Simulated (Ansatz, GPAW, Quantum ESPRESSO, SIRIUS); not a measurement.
**One calculation of CuO, 5 ways**

```
Cu O
1.0
     2.34465   -1.71340    0.00000
     2.34465    1.71340    0.00000
    -0.86055    0.00000    5.05944
Cu O
2 2
Direct
  0.49680 0.00320 0.50000
  0.00320 0.49680 0.00000
  0.40560 0.57140 0.75370
  0.57140 0.40560 0.25370
```

Alike in all runs: task single point; functional PBEsol; k mesh 10 × 10 × 5; occupations fermi-dirac, width 0.05 eV; no spin polarisation; no spin-orbit coupling. Pressure is positive in compression and, in plane waves, holds the error of the finite cutoff.

```csv
program and potentials,plane-wave cutoff (eV),notes,pressure (GPa),largest force (eV/Å)
"SIRIUS, all-electron FP-LAPW, apw+lo standard",-,-,-,?
"SIRIUS, PseudoDojo 0.4.1 PBEsol standard (scalar relativistic)",1254,12.5 valence electrons an atom on average,-2.95,0.765
"Ansatz, all-electron LAPW, scalar-relativistic",-,-,-2.73,0.757
"Quantum ESPRESSO, GBRV 1.5 PBEsol",762,12.5 valence electrons an atom on average,-2.21,0.763
"GPAW, PAW data sets generated for this functional",800,8.5 valence electrons an atom on average,-0.12,0.797
```

**Question.** Estimate from the other rows what the run with SIRIUS, all-electron FP-LAPW, apw+lo standard gave.

**Answer.** Largest force 0.755 eV/Å. The other rows, which needn't bracket it: pressure -2.95 to -0.12; largest force 0.757 to 0.797.
